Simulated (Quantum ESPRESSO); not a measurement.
# CoO (I4/mmm) in Quantum ESPRESSO: reference runs

Aim: a first look at CoO with PBE, on the cell as given.

All numbers are computed with Quantum ESPRESSO 7.5; they aren't measurements. Logs are shortened: lines on timing, memory, paths and dates and some standing lists are left out, and cuts for length are marked.

### 1 Starting point

Symmetry: I4/mmm, No. 139, tetragonal system. The conventional cell has a = 3.016 Å, b = 3.016 Å, c = 4.214 Å, α = 90.00°, β = 90.00°, γ = 90.00°. Co (site symmetry 4/mmm) is surrounded by 6 O at 2.11 to 2.13 Å. O (site symmetry 4/mmm) has 6 Co at 2.11 to 2.13 Å as nearest neighbours.

### 2 Single point, PBE, collinear spin, ferromagnetic start

File pw.in:

```
&CONTROL
  calculation = 'scf'
  prefix = 'pwscf'
  outdir = './tmp'
  pseudo_dir = './pseudo'
  tprnfor = .true.
  tstress = .true.
  disk_io = 'low'
/
&SYSTEM
  ibrav = 0
  nat = 2
  ntyp = 2
  ecutwfc = 55
  ecutrho = 440
  nbnd = 21
  occupations = 'smearing'
  smearing = 'fd'
  degauss = 0.00367493
  nspin = 2
  starting_magnetization(1) = 0.1176
  starting_magnetization(2) = 0
/
&ELECTRONS
  conv_thr = 4d-10
  electron_maxstep = 120
  mixing_beta = 0.3
/
ATOMIC_SPECIES
Co    58.9332 Co_pbe_v1.2.uspp.F.UPF
O     15.9990 O.pbe-n-kjpaw_psl.0.1.UPF
CELL_PARAMETERS angstrom
  -1.5080000000    1.5080000000    2.1072475377
   1.5080000000   -1.5080000000    2.1072475377
   1.5080000000    1.5080000000   -2.1072475377
ATOMIC_POSITIONS crystal
Co     0.0000000000    0.0000000000    0.0000000000
O      0.5000000000    0.5000000000    0.0000000000
K_POINTS automatic
12 12 12 0 0 0
```

File pp_density.in:

```
&INPUTPP
  prefix = 'pwscf'
  outdir = './tmp'
  filplot = 'density.dat'
  plot_num = 0
/
&PLOT
  nfile = 1
  filepp(1) = 'density.dat'
  iflag = 3
  output_format = 6
  fileout = 'density.cube'
/
```

File pp_potential.in:

```
&INPUTPP
  prefix = 'pwscf'
  outdir = './tmp'
  filplot = 'potential.dat'
  plot_num = 11
/
&PLOT
  nfile = 1
  filepp(1) = 'potential.dat'
  iflag = 3
  output_format = 6
  fileout = 'potential.cube'
/
```

File pp_spin.in:

```
&INPUTPP
  prefix = 'pwscf'
  outdir = './tmp'
  filplot = 'spin.dat'
  plot_num = 6
/
&PLOT
  nfile = 1
  filepp(1) = 'spin.dat'
  iflag = 3
  output_format = 6
  fileout = 'spin.cube'
/
```

Potentials or basis: SSSP 1.3 efficiency PBE.

On the command line:

```bash
$ OMP_NUM_THREADS=2 pw.x -in pw.in > pw.out
$ OMP_NUM_THREADS=2 pp.x -in pp_density.in > pp_density.out
$ OMP_NUM_THREADS=2 pp.x -in pp_potential.in > pp_potential.out
$ OMP_NUM_THREADS=2 pp.x -in pp_spin.in > pp_spin.out
```

pw.out:

```text
This program is part of the open-source Quantum ESPRESSO suite
     for quantum simulation of materials; please cite
         "P. Giannozzi et al., J. Phys.:Condens. Matter 21 395502 (2009);
         "P. Giannozzi et al., J. Phys.:Condens. Matter 29 465901 (2017);
         "P. Giannozzi et al., J. Chem. Phys. 152 154105 (2020);
     in publications or presentations arising from this work. More details at

     file O.pbe-n-kjpaw_psl.0.1.UPF: wavefunction(s)  2P renormalized
     Message from routine setup:
     using ibrav=0 with symmetry is DISCOURAGED, use correct ibrav instead

     Subspace diagonalization in iterative solution of the eigenvalue problem:
     a serial algorithm will be used

     G-vector sticks info
     --------------------
     sticks:   dense  smooth     PW     G-vecs:    dense   smooth      PW
     Sum        1117     561    217                20075     7135    1679

     Using Slab Decomposition

     bravais-lattice index     =            0
     lattice parameter (alat)  =       5.6656  a.u.
     unit-cell volume          =     129.3525 (a.u.)^3
     number of atoms/cell      =            2
     number of atomic types    =            2
     number of electrons       =        23.00
     number of Kohn-Sham states=           21
     kinetic-energy cutoff     =      55.0000  Ry
     charge density cutoff     =     440.0000  Ry
     scf convergence threshold =      4.0E-10
     mixing beta               =       0.3000
     number of iterations used =            8  plain     mixing
     Exchange-correlation= SLA  PW   PBX  PBC
                           (   1   4   3   4   0   0   0)

     celldm(1)=   5.665593  celldm(2)=   0.000000  celldm(3)=   0.000000
     celldm(4)=   0.000000  celldm(5)=   0.000000  celldm(6)=   0.000000

     crystal axes: (cart. coord. in units of alat)
               a(1) = (  -0.502985   0.502985   0.702860 )
               a(2) = (   0.502985  -0.502985   0.702860 )
               a(3) = (   0.502985   0.502985  -0.702860 )

     reciprocal axes: (cart. coord. in units 2 pi/alat)
               b(1) = (  0.000000  0.994066  0.711379 )
               b(2) = (  0.994066  0.000000  0.711379 )
               b(3) = (  0.994066  0.994066  0.000000 )

     PseudoPot. # 1 for Co read from file:
     Co_pbe_v1.2.uspp.F.UPF
     Pseudo is Ultrasoft + core correction, Zval = 17.0
     Generated by new atomic code, or converted to UPF format
     Using radial grid of  863 points,  6 beta functions with:
                l(1) =   0
                l(2) =   0
                l(3) =   1
                l(4) =   1
                l(5) =   2
                l(6) =   2
     Q(r) pseudized with  8 coefficients,  rinner =    1.200   1.200   1.200
                                                       1.200   1.200

     PseudoPot. # 2 for O  read from file:
     O.pbe-n-kjpaw_psl.0.1.UPF
     Pseudo is Projector augmented-wave + core cor, Zval =  6.0
     Generated using "atomic" code by A. Dal Corso  v.5.0.99 svn rev. 10869
     Shape of augmentation charge: BESSEL
     Using radial grid of 1095 points,  4 beta functions with:
                l(1) =   0
                l(2) =   0
                l(3) =   1
                l(4) =   1
     Q(r) pseudized with 0 coefficients

     atomic species   valence    mass     pseudopotential
     Co               17.00    58.93320     Co( 1.00)
     O                 6.00    15.99900     O ( 1.00)

     Starting magnetic structure
     atomic species   magnetization
     Co              0.118
     O               0.000

     16 Sym. Ops., with inversion, found

   Cartesian axes

     site n.     atom                  positions (alat units)
         1        Co     tau(   1) = (   0.0000000   0.0000000   0.0000000  )
         2        O      tau(   2) = (   0.0000000   0.0000000   0.7028603  )

     number of k points=   163  Fermi-Dirac smearing, width (Ry)=  0.0037

     Number of k-points >= 100: set verbosity='high' to print them.

     Dense  grid:    20075 G-vectors     FFT dimensions: (  40,  40,  40)

     Smooth grid:     7135 G-vectors     FFT dimensions: (  27,  27,  27)

     Check: negative core charge=   -0.000026
     Generating pointlists ...
     new r_m :   0.2899 (alat units)  1.6426 (a.u.) for type    1
     new r_m :   0.2899 (alat units)  1.6426 (a.u.) for type    2

     Initial potential from superposition of free atoms

     starting charge      22.0000, renormalised to      23.0000
     Starting wfcs are   17 randomized atomic wfcs +    4 random wfcs
     Checking if some PAW data can be deallocated...

     Self-consistent Calculation

     iteration #  1     ecut=    55.00 Ry     beta= 0.30
     Davidson diagonalization with overlap
     ethr =  1.00E-02,  avg # of iterations =  5.4

     total energy              =    -337.71400119 Ry
     estimated scf accuracy    <       7.28296403 Ry

     total magnetization       =     2.55 Bohr mag/cell
     absolute magnetization    =     2.58 Bohr mag/cell

     iteration #  2     ecut=    55.00 Ry     beta= 0.30
     Davidson diagonalization with overlap
     ethr =  1.00E-02,  avg # of iterations =  2.0

     total energy              =    -338.91852905 Ry
     estimated scf accuracy    <       8.88081334 Ry

     total magnetization       =     0.24 Bohr mag/cell
     absolute magnetization    =     0.26 Bohr mag/cell

     iteration #  3     ecut=    55.00 Ry     beta= 0.30
     Davidson diagonalization with overlap
     ethr =  1.00E-02,  avg # of iterations =  1.4

     total energy              =    -340.07220787 Ry
     estimated scf accuracy    <       0.19332477 Ry

     total magnetization       =     2.69 Bohr mag/cell
     absolute magnetization    =     2.69 Bohr mag/cell

     iteration #  4     ecut=    55.00 Ry     beta= 0.30
     Davidson diagonalization with overlap
     ethr =  8.41E-04,  avg # of iterations =  1.1

     total energy              =    -340.06319029 Ry
     estimated scf accuracy    <       0.05791299 Ry

     total magnetization       =     2.59 Bohr mag/cell
     absolute magnetization    =     2.59 Bohr mag/cell

     iteration #  5     ecut=    55.00 Ry     beta= 0.30
     Davidson diagonalization with overlap
     ethr =  2.52E-04,  avg # of iterations =  2.2

     total energy              =    -340.07495697 Ry
     estimated scf accuracy    <       0.14535807 Ry

     total magnetization       =     2.33 Bohr mag/cell
     absolute magnetization    =     2.34 Bohr mag/cell

     iteration #  6     ecut=    55.00 Ry     beta= 0.30
     Davidson diagonalization with overlap
     ethr =  2.52E-04,  avg # of iterations =  1.0

     total energy              =    -340.08632431 Ry
     estimated scf accuracy    <       0.00408897 Ry

     total magnetization       =     2.79 Bohr mag/cell
     absolute magnetization    =     2.80 Bohr mag/cell

     iteration #  7     ecut=    55.00 Ry     beta= 0.30
     Davidson diagonalization with overlap
     ethr =  1.78E-05,  avg # of iterations =  2.2

     total energy              =    -340.08640225 Ry
     estimated scf accuracy    <       0.00302373 Ry

     total magnetization       =     2.80 Bohr mag/cell
     absolute magnetization    =     2.81 Bohr mag/cell

     iteration #  8     ecut=    55.00 Ry     beta= 0.30
     Davidson diagonalization with overlap
     ethr =  1.31E-05,  avg # of iterations =  1.1

     total energy              =    -340.08668533 Ry
     estimated scf accuracy    <       0.00124917 Ry

     total magnetization       =     2.91 Bohr mag/cell
     absolute magnetization    =     2.93 Bohr mag/cell

     iteration #  9     ecut=    55.00 Ry     beta= 0.30
     Davidson diagonalization with overlap
     ethr =  5.43E-06,  avg # of iterations =  1.8

     total energy              =    -340.08708081 Ry
     estimated scf accuracy    <       0.00039459 Ry

     total magnetization       =     2.98 Bohr mag/cell
     absolute magnetization    =     3.00 Bohr mag/cell

     iteration # 10     ecut=    55.00 Ry     beta= 0.30
     Davidson diagonalization with overlap
     ethr =  1.72E-06,  avg # of iterations =  1.4

     total energy              =    -340.08713108 Ry
     estimated scf accuracy    <       0.00004089 Ry

     total magnetization       =     2.98 Bohr mag/cell
     absolute magnetization    =     3.00 Bohr mag/cell

     iteration # 11     ecut=    55.00 Ry     beta= 0.30
     Davidson diagonalization with overlap
     ethr =  1.78E-07,  avg # of iterations =  1.5

     total energy              =    -340.08713349 Ry
     estimated scf accuracy    <       0.00003698 Ry

     total magnetization       =     2.98 Bohr mag/cell
     absolute magnetization    =     3.00 Bohr mag/cell

     iteration # 12     ecut=    55.00 Ry     beta= 0.30
     Davidson diagonalization with overlap
     ethr =  1.61E-07,  avg # of iterations =  2.0

     total energy              =    -340.08714542 Ry
     estimated scf accuracy    <       0.00000665 Ry

     total magnetization       =     2.98 Bohr mag/cell
     absolute magnetization    =     3.00 Bohr mag/cell

     iteration # 13     ecut=    55.00 Ry     beta= 0.30
     Davidson diagonalization with overlap
     ethr =  2.89E-08,  avg # of iterations =  1.0

     total energy              =    -340.08714549 Ry
     estimated scf accuracy    <       0.00000138 Ry

     total magnetization       =     2.98 Bohr mag/cell
     absolute magnetization    =     3.00 Bohr mag/cell

     iteration # 14     ecut=    55.00 Ry     beta= 0.30
     Davidson diagonalization with overlap
     ethr =  6.01E-09,  avg # of iterations =  2.0

     total energy              =    -340.08714579 Ry
     estimated scf accuracy    <       0.00000053 Ry

     total magnetization       =     2.98 Bohr mag/cell
     absolute magnetization    =     3.00 Bohr mag/cell

     iteration # 15     ecut=    55.00 Ry     beta= 0.30
     Davidson diagonalization with overlap
     ethr =  2.30E-09,  avg # of iterations =  1.3

     total energy              =    -340.08714581 Ry
     estimated scf accuracy    <       0.00000030 Ry

     total magnetization       =     2.98 Bohr mag/cell
     absolute magnetization    =     3.00 Bohr mag/cell

     iteration # 16     ecut=    55.00 Ry     beta= 0.30
     Davidson diagonalization with overlap
     ethr =  1.30E-09,  avg # of iterations =  1.5

     total energy              =    -340.08714588 Ry
     estimated scf accuracy    <          5.4E-09 Ry

     total magnetization       =     2.98 Bohr mag/cell
     absolute magnetization    =     3.00 Bohr mag/cell

     iteration # 17     ecut=    55.00 Ry     beta= 0.30
     Davidson diagonalization with overlap
     ethr =  2.36E-11,  avg # of iterations =  2.0

     total energy              =    -340.08714588 Ry
     estimated scf accuracy    <          1.2E-09 Ry

     total magnetization       =     2.98 Bohr mag/cell
     absolute magnetization    =     3.00 Bohr mag/cell

     iteration # 18     ecut=    55.00 Ry     beta= 0.30
     Davidson diagonalization with overlap
     ethr =  5.25E-12,  avg # of iterations =  2.0

     Magnetic moment per site  (integrated on atomic sphere of radius R)
     atom   1 (R=0.290)  charge= 14.5654  magn=  2.5340
     atom   2 (R=0.290)  charge=  5.7239  magn=  0.3371

     End of self-consistent calculation

     Number of k-points >= 100: set verbosity='high' to print the bands.

     the Fermi energy is    14.0575 ev

!    total energy              =    -340.08714588 Ry
     estimated scf accuracy    <          4.0E-10 Ry
     smearing contrib. (-TS)   =      -0.00225539 Ry
     internal energy E=F+TS    =    -340.08489049 Ry

     The total energy is F=E-TS. E is the sum of the following terms:
     one-electron contribution =    -181.46191893 Ry
     hartree contribution      =     104.35231621 Ry
     xc contribution           =     -40.16576517 Ry
     ewald contribution        =    -213.29243594 Ry
     one-center paw contrib.   =      -9.51708666 Ry

     total magnetization       =     2.98 Bohr mag/cell
     absolute magnetization    =     3.00 Bohr mag/cell

     convergence has been achieved in  18 iterations

     Forces acting on atoms (cartesian axes, Ry/au):

     atom    1 type  1   force =    -0.00000000   -0.00000000    0.00000000
     atom    2 type  2   force =     0.00000000    0.00000000    0.00000000

     Total force =     0.000000     Total SCF correction =     0.000000

     Computing stress (Cartesian axis) and pressure

          total   stress  (Ry/bohr**3)                   (kbar)     P=        0.23
  -0.00001413   0.00000000   0.00000000           -2.08        0.00        0.00
   0.00000000  -0.00001413   0.00000000            0.00       -2.08        0.00
   0.00000000   0.00000000   0.00003293            0.00        0.00        4.84

=------------------------------------------------------------------------------=
   JOB DONE.
=------------------------------------------------------------------------------=
```

It took 9 min on 2 threads of Intel Xeon Platinum 8259CL at 2.50GHz (Skylake/Cascade Lake), shared host; peak memory 0.22 GiB.

What came out:

- Free energy: -4627.1213 eV
- Pressure: 0.0 GPa
- Band gap on the k mesh: none (metal or under the smearing width)
- Net moment: 2.98 μB per cell
- Absolute moment: 3.00 μB per cell
- Site moments: Co +2.53; O +0.34 μB
- Valence electrons inside the program's atomic spheres: Co 14.57; O 5.72

Caveat: a cell with one magnetic atom can't hold antiferromagnetic order, which such compounds often take; semilocal functionals often make such compounds metallic where correlation or magnetic order opens a gap, which also shifts bond lengths. With open d or f shells a metallic result of PBE can be an artefact of self-interaction; +U or a hybrid may open a gap.
